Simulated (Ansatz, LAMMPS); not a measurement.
# Relaxing a frame of liquid Al2O3 from 2500 K (95 atoms), part 2 of 2

Wanted: the relaxed structure of a frame of liquid Al2O3 from 2500 K (95 atoms) and its electronic structure.

Ansatz 0.2.0; Kohn-Sham DFT, PBE, PAW (set soft_2), plane waves.

The cell: 38 Al and 57 O. The network of bonds at the start is that of the classical potential that made the cell. The Brillouin zone is sampled at Γ only, in a cell whose shortest periodic width is 10 Å.

So far, density (g/cm³): step 5 (structure statistics after relaxation) 2.87.

### 6. Single point at the relaxed geometry

One more single point at the end of the walk gives the fuller output and checks the residual forces.

Input file input.yaml:

```yaml
crystal:
  lattice:
    - [10.27213, 0.27209, -0.09069]
    - [0.27209, 10.46614, -0.69829]
    - [-0.09069, -0.69829, 10.49645]
  atoms:
    - { symbol: Al, position: [0.82567, 0.09228, 0.31346] }
    - { symbol: Al, position: [0.6055, 0.78238, 0.62217] }
    - { symbol: Al, position: [0.49642, 0.53432, 0.51821] }
    - { symbol: Al, position: [0.0474, 0.31863, 0.30381] }
    - { symbol: Al, position: [0.38735, 0.79722, 0.40659] }
    - { symbol: Al, position: [0.75779, 0.00867, 0.58148] }
    - { symbol: Al, position: [0.06632, 0.48982, 0.60975] }
    - { symbol: Al, position: [0.99705, 0.5838, 0.28645] }
    - { symbol: Al, position: [0.96525, 0.04994, 0.8054] }
    - { symbol: Al, position: [0.56412, 0.44841, 0.7792] }
    - { symbol: Al, position: [0.03245, 0.20762, 0.51394] }
    - { symbol: Al, position: [0.66003, 0.98173, 0.83447] }
    - { symbol: Al, position: [0.09725, 0.93531, 0.46056] }
    - { symbol: Al, position: [0.45665, 0.04019, 0.63542] }
    - { symbol: Al, position: [0.5036, 0.23294, 0.97862] }
    - { symbol: Al, position: [0.19909, 0.86973, 0.95181] }
    - { symbol: Al, position: [0.68978, 0.33732, 0.40843] }
    - { symbol: Al, position: [0.87019, 0.55327, 0.80551] }
    - { symbol: Al, position: [0.82289, 0.29427, 0.67521] }
    - { symbol: Al, position: [0.80186, 0.12484, 0.01031] }
    - { symbol: Al, position: [0.74802, 0.63201, 0.28042] }
    - { symbol: Al, position: [0.41934, 0.33309, 0.26719] }
    - { symbol: Al, position: [0.90185, 0.73184, 0.55893] }
    - { symbol: Al, position: [0.22305, 0.56032, 0.41666] }
    - { symbol: Al, position: [0.46281, 0.77374, 0.89727] }
    - { symbol: Al, position: [0.29047, 0.58622, 0.72063] }
    - { symbol: Al, position: [0.35741, 0.03469, 0.12595] }
    - { symbol: Al, position: [0.24425, 0.14105, 0.88093] }
    - { symbol: Al, position: [0.68379, 0.39667, 0.15358] }
    - { symbol: Al, position: [0.99263, 0.29818, 0.0472] }
    - { symbol: Al, position: [0.03811, 0.0296, 0.17672] }
    - { symbol: Al, position: [0.1568, 0.45508, 0.91703] }
    - { symbol: Al, position: [0.55347, 0.08655, 0.35454] }
    - { symbol: Al, position: [0.9548, 0.68102, 0.02171] }
    - { symbol: Al, position: [0.2792, 0.11217, 0.42403] }
    - { symbol: Al, position: [0.53106, 0.80284, 0.19465] }
    - { symbol: Al, position: [0.66686, 0.64324, 0.98771] }
    - { symbol: Al, position: [0.27833, 0.60114, 0.18393] }
    - { symbol: O, position: [0.19355, 0.97637, 0.12542] }
    - { symbol: O, position: [0.1466, 0.29114, 0.93827] }
    - { symbol: O, position: [0.06336, 0.79075, 0.99192] }
    - { symbol: O, position: [0.6662, 0.19331, 0.29668] }
    - { symbol: O, position: [0.54697, 0.60294, 0.87114] }
    - { symbol: O, position: [0.99469, 0.99641, 0.3361] }
    - { symbol: O, position: [0.35017, 0.10218, 0.75294] }
    - { symbol: O, position: [0.36004, 0.15647, 0.01483] }
    - { symbol: O, position: [0.15023, 0.65932, 0.30081] }
    - { symbol: O, position: [0.67691, 0.55496, 0.11532] }
    - { symbol: O, position: [0.16309, 0.24491, 0.41059] }
    - { symbol: O, position: [0.13977, 0.08383, 0.55428] }
    - { symbol: O, position: [0.69913, 0.30235, 0.56433] }
    - { symbol: O, position: [0.71863, 0.01995, 0.42032] }
    - { symbol: O, position: [0.47599, 0.87181, 0.54894] }
    - { symbol: O, position: [0.98918, 0.51755, 0.92864] }
    - { symbol: O, position: [0.52089, 0.3263, 0.85955] }
    - { symbol: O, position: [0.49261, 0.96901, 0.23075] }
    - { symbol: O, position: [0.36945, 0.90449, 0.98655] }
    - { symbol: O, position: [0.62992, 0.10425, 0.96752] }
    - { symbol: O, position: [0.44295, 0.11368, 0.49198] }
    - { symbol: O, position: [0.86099, 0.03984, 0.14215] }
    - { symbol: O, position: [0.38462, 0.73047, 0.2301] }
    - { symbol: O, position: [0.62862, 0.62, 0.5753] }
    - { symbol: O, position: [0.75509, 0.43027, 0.78373] }
    - { symbol: O, position: [0.01989, 0.84446, 0.55736] }
    - { symbol: O, position: [0.25017, 0.54966, 0.02623] }
    - { symbol: O, position: [0.62453, 0.05334, 0.68894] }
    - { symbol: O, position: [0.80572, 0.29171, 0.08606] }
    - { symbol: O, position: [0.90849, 0.23929, 0.38886] }
    - { symbol: O, position: [0.80987, 0.68284, 0.91711] }
    - { symbol: O, position: [0.51372, 0.39149, 0.40728] }
    - { symbol: O, position: [0.98239, 0.3417, 0.63162] }
    - { symbol: O, position: [0.2992, 0.45996, 0.27401] }
    - { symbol: O, position: [0.92583, 0.19041, 0.9117] }
    - { symbol: O, position: [0.26333, 0.92656, 0.39981] }
    - { symbol: O, position: [0.05536, 0.19627, 0.1647] }
    - { symbol: O, position: [0.0653, 0.4703, 0.4223] }
    - { symbol: O, position: [0.76479, 0.84175, 0.6057] }
    - { symbol: O, position: [0.52443, 0.33409, 0.13191] }
    [... 11 atom lines left out ...]
    - { symbol: O, position: [0.37196, 0.17099, 0.27624] }
    - { symbol: O, position: [0.37874, 0.64106, 0.45478] }
    - { symbol: O, position: [0.82953, 0.9769, 0.86505] }
    - { symbol: O, position: [0.01408, 0.42941, 0.18458] }
    - { symbol: O, position: [0.62676, 0.75267, 0.31768] }
    - { symbol: O, position: [0.1794, 0.47103, 0.75482] }
kpoints:
  mp_grid: { grid: [1, 1, 1] }
hamiltonian:
  xc: pbe
scf:
  occupations: { method: fermi_dirac, width: 0.215 }
output:
  forces: true
  stress: true
  populations: true
  dos:
    method: { smearing: { sigma: 0.08 } }
    de: 0.1
    projected: { site_lists: { Al: [Al], O: [O] } }
  eigenvalues: true
  write_density: true
  write_potential: true
  volumetric_format: npy
```

Run with:

```bash
ansatz run input.yaml --threads 4 --pin off --max-ram 8192MiB --backend cpu --events-out ev --progress --plain --runs-dir out
```

Wall time 18 s (4 threads of Arm Neoverse V1, shared host); peak memory 1.3 GiB; 65 s of CPU time.

Read from the output:

* free energy: -52893.2462 eV
* free energy per atom: -556.7710 eV/atom
* SCF cycles: 9
* pressure: 0.006868 GPa
* r.m.s. force component: 0.00179 eV/Å
* longest force: 0.00666 eV/Å
* Fermi energy: 6.117 eV
* gap (highest filled to lowest empty level): 3.424 eV
* spilling of the projection: 0.008583

Löwdin charges by element and coordination (they lack the spilled electrons, 0.041 e an atom on average):

| element | coordination | atoms | mean charge (e) | spread | least | most |
| --- | --- | --- | --- | --- | --- | --- |
| Al | all | 38 | 1.36 | 0.0222 | 1.31 | 1.40 |
| Al | 4 | 25 | 1.37 | 0.0199 | 1.31 | 1.40 |
| Al | 5 | 13 | 1.34 | 0.0108 | 1.31 | 1.35 |
| O | all | 57 | -0.836 | 0.0173 | -0.872 | -0.784 |
| O | 2 | 8 | -0.860 | 0.0061 | -0.872 | -0.850 |
| O | 3 | 47 | -0.833 | 0.0133 | -0.854 | -0.784 |
| O | 4 | 2 | -0.794 | 0.003 | -0.797 | -0.791 |

Density of states as counts of states in windows of 1 eV (from the Fermi level), total and the larger projections:

| from (eV) | to (eV) | total | O p | Al p | Al s | O s |
| --- | --- | --- | --- | --- | --- | --- |
| -18 | -17 | 11.0 | 0.0 | 1.5 | 0.4 | 9.0 |
| -17 | -9 | 0.0 | 0.0 | 0.0 | 0.0 | 0.0 |
| -9 | -8 | 13.4 | 9.9 | 0.9 | 2.4 | 0.2 |
| -8 | -7 | 34.6 | 26.1 | 2.8 | 4.7 | 0.9 |
| -7 | -6 | 47.8 | 37.2 | 6.3 | 2.7 | 1.2 |
| -6 | -5 | 53.4 | 44.3 | 6.3 | 1.4 | 1.0 |
| -5 | -4 | 67.2 | 59.8 | 5.2 | 0.7 | 0.8 |
| -4 | -3 | 63.4 | 59.3 | 2.4 | 0.3 | 0.5 |
| -3 | -2 | 57.0 | 54.3 | 1.5 | 0.1 | 0.3 |
| -2 | -1 | 5.3 | 5.1 | 0.1 | 0.0 | 0.0 |
| -1 | 1 | 0.0 | 0.0 | 0.0 | 0.0 | 0.0 |
| 1 | 2 | 2.0 | 0.0 | 0.1 | 1.2 | 0.6 |
| 2 | 3 | 0.0 | 0.0 | 0.0 | 0.0 | 0.0 |
| 3 | 4 | 9.6 | 1.5 | 3.5 | 2.4 | 1.8 |
| 4 | 5 | 17.8 | 2.7 | 8.2 | 3.3 | 2.6 |

The curve was stored every 0.10 eV, coarse against its broadening of 0.08 eV, so these counts are rough.

Between -21 and -18 eV lie 103 more states.

The levels nearest the highest filled one (over half full), pooled over k-points and spins:

| level less the highest filled one (eV) | occupation |
| --- | --- |
| -0.272 | 2 |
| -0.242 | 2 |
| -0.214 | 2 |
| -0.123 | 2 |
| -0.102 | 2 |
| 0 | 2 |
| 3.42 | 0.001 |
| 5.12 | 0 |
| 5.32 | 0 |
| 5.56 | 0 |
| 5.68 | 0 |
| 5.81 | 0 |

Valence density in the ab plane at fractional z = 0.407, with atoms of Al and O within 0.2 Å of it. It is the smooth field of the valence electrons, not physical close to the nuclei.

Ten steps, logarithmic in the rise over the least value, from '0' (0.0 e/Å³) to '9' (6.6 e/Å³), each cell a mean:
```
54323478863111101135776311134
33213589974211000012343100013
22112468864211100000110000001
11111235543112111111000000000
01100112221111112332100000000
00011101122111112343211122211
10112211234432111232212356542
11123322346653101111112589863
21123322357864200000013589974
22222211356653210000012367753
34443111233432110001111123322
68864211222222222111232111113
79985322221124554222343200013
68874211111136887432333200013
34542110000247998532222110012
22333321000135787531111122322
32457752100013444321112246664
33579974210011111223222358986
43479975211111111223322258986
32346654222222221222221235664
21223332113344321222222223332
22112221113445431234554322222
43222222222334322246887422234
65322345532222211247998521245
```
Columns run along a (10.3 Å), rows up along b (10.5 Å). Atoms in or near the plane, at fractional coordinates: Al at (0.39, 0.80), Al at (0.69, 0.34), Al at (0.22, 0.56), Al at (0.28, 0.11), O at (0.16, 0.24), O at (0.72, 0.02), O at (0.91, 0.24), O at (0.51, 0.39), O at (0.26, 0.93), O at (0.07, 0.47), O at (0.88, 0.65).

Electrostatic potential energy in the ab plane at fractional z = 0.407, with atoms of Al and O within 0.2 Å of it. With pseudopotentials it is smooth inside the atoms' cores, unlike the true potential.

Values in eV, 13 rows by 16 columns, each cell a mean:
```
 -3 -10  -7 -13 -29  -2   7   8   7   8   8  -4   4   9  10   7
  2  -8  -4  -3 -17  -7  -6   0   8  10  11  11  11  10  10   9
  9   7   7   8   2  -9  -3  -9   6  10  11  11  11  10  10  10
  9  10   9   8   5  -3  -7  -1   8  11  10  10   9   1  -2   8
  6   7   2  -4  -1  -6 -14   7   9  10  10   8   7 -20 -30   1
  5   4  -7  -3  -8   0   3   6   6   8  10   9   9   7   3   7
-16 -26  -4  -7  -6   5   7   5   3   7   8   8  10  11  10   9
 -4 -12   6   7   7   8   8 -11 -29  -5  -4  -5   3   9  10   9
  2   3   4   9  10   8   8   0 -13  -3  -7  -3  -6   7   7   6
  3  -3 -30 -16   8   8   9   9   8   5  -3  -5   1   0 -28 -13
  2   3 -10 -10  -6  -2   7   6   1   1   6   7   6   3 -10  -3
  7   7   5  -9  -4  -9   2   1 -11 -11   1   3   2  -2   4   7
  3   3   4   0  -6  -2   6   5  -4  -5  -6 -32 -14   4   7   5
```
Columns run along a (10.3 Å; values clipped at the 3rd and 97th percentile), rows up along b (10.5 Å). Atoms in or near the plane, at fractional coordinates: Al at (0.39, 0.80), Al at (0.69, 0.34), Al at (0.22, 0.56), Al at (0.28, 0.11), O at (0.16, 0.24), O at (0.72, 0.02), O at (0.91, 0.24), O at (0.51, 0.39), O at (0.26, 0.93), O at (0.07, 0.47), O at (0.88, 0.65).

Mean Löwdin charges: Al +1.36, O -0.84 e (they miss 0.86 % of the electrons, so they add up to more than the cell's charge). The largest share in the top eV of filled states is O p (97 % of the projected weight), and in the lowest eV of empty states Al s (64 % of the projected weight).

The surroundings of O94, which has 2 bonded neighbours where the commonest count for O is 3, nearest first, numbered as they follow in the input and with coordinates relative to it.

| atom | x | y | z | distance (Å) | bonds | Löwdin charge (e) |
| --- | --- | --- | --- | --- | --- | --- |
| O94 | 0.00 | 0.00 | 0.00 | 0.00 | 2 | -0.85 |
| Al36 | -0.96 | 0.58 | -1.32 | 1.73 | 4 | 1.34 |
| Al21 | 1.22 | -1.20 | -0.32 | 1.74 | 5 | 1.34 |
| Al5 | -2.46 | 0.34 | 0.92 | 2.65 | 4 | 1.37 |
| O61 | -2.49 | -0.24 | -0.88 | 2.65 | 3 | -0.83 |
| O48 | 0.48 | -1.91 | -1.99 | 2.80 | 3 | -0.85 |
| O56 | -1.31 | 2.29 | -1.05 | 2.84 | 3 | -0.83 |
| O84 | 2.53 | -1.05 | 0.95 | 2.90 | 3 | -0.85 |
| O53 | -1.54 | 1.04 | 2.36 | 3.00 | 3 | -0.83 |
| O88 | -0.42 | 0.55 | -2.95 | 3.04 | 3 | -0.85 |
| O52 | 1.01 | 2.75 | 0.88 | 3.06 | 3 | -0.81 |

The column of bonds counts only the pairs O-Al within 2.33 Å; other neighbours, such as metal atoms beside each other in a compound, aren't counted, and periodic images can show an atom twice.

### 7. Another try, on a changed input

The input is spoilt on purpose; the run shows how that looks.

Input file input.yaml:

```yaml
crystal:
  lattice:
    - [10.4611, 0.0, 0.0]
    - [0.0, 10.4611, 0.0]
    - [0.0, 0.0, 10.4611]
  atoms:
    [... the 95 atom lines of step 3 ...]
kpoints:
  mp_grid: { grid: [1, 1, 1], kspacing: 0.3 }
hamiltonian:
  xc: pbe
scf:
  occupations: { method: fermi_dirac, width: 0.215 }
  max_iter: 75
output:
  forces: true
```

Elapsed: 0.05 s, on 4 threads; peak memory 0.069 GiB.

The input was rejected at the start.

The program's message: “Error: invalid value for `kpoints.mp_grid.kspacing`: mutually exclusive with `grid` — set one or the other”

The fault in the input: both a k-mesh and a spacing (kpoints.mp_grid.kspacing = 0.3). The fix is to take out kpoints.mp_grid.kspacing.

### 8. What came out

| Property | Result |
| --- | --- |
| energy change in the relaxation | -427.3 meV/atom |
| r.m.s. displacement | 0.669 Å |
| largest displacement | 1.969 Å |
| free energy per atom | -556.7710 eV/atom |
| pressure | 0.006868 GPa |
| r.m.s. force component | 0.00179 eV/Å |
| gap (highest filled to lowest empty level) | 3.424 eV |
| wall time of the 3 DFT runs | 6.3 min |

In words: Relaxation lowers the energy by 427 meV/atom and moves atoms by 0.67 Å r.m.s.; the r.m.s. force component goes from 2.5 to 0.0018 eV/Å, the pressure goes from 6.8 to 0.0069 GPa. Displacements are taken in the final cell, so they leave out its strain. By the final cutoffs 5 of 151 bonded pairs parted and 19 joined. The cell shrank by 1.9 % in volume. First to last step the energy falls by 40.591 eV, across changes of basis; the largest move, 1.97 Å, is that of O86. The O-Al bonds go from 1.829 Å (spread 0.180) to 1.831 Å (spread 0.084), and their number from 151 to 165. With the cutoffs above, 66 % of Al atoms have 4 and 82 % of O atoms have 3 bonded neighbours. 14 % of the oxygens bridge two formers (Al) and 0 % are non-bridging; 82 % join three; 4 % join four. Between filled and empty levels lie 3.42 eV (at Γ alone); a semilocal functional tends to put such gaps too low. In a disordered cell it changes from sample to sample and from frame to frame.

What to keep in mind: The network of bonds at the start is that of the classical potential that made the cell; in DFT 5 of its 151 bonded pairs passed out of the cutoffs and 19 came within them.

[Logs are printed without paths, hosts, clocks, repeated set-up lines and the standing remarks that a program may print on its own settings, such as how far it seeks lower states.]

[Hosts, paths, dates, database ids (printed as entryN), source tags and the programs' standing remarks are cut or masked in the printed files.]
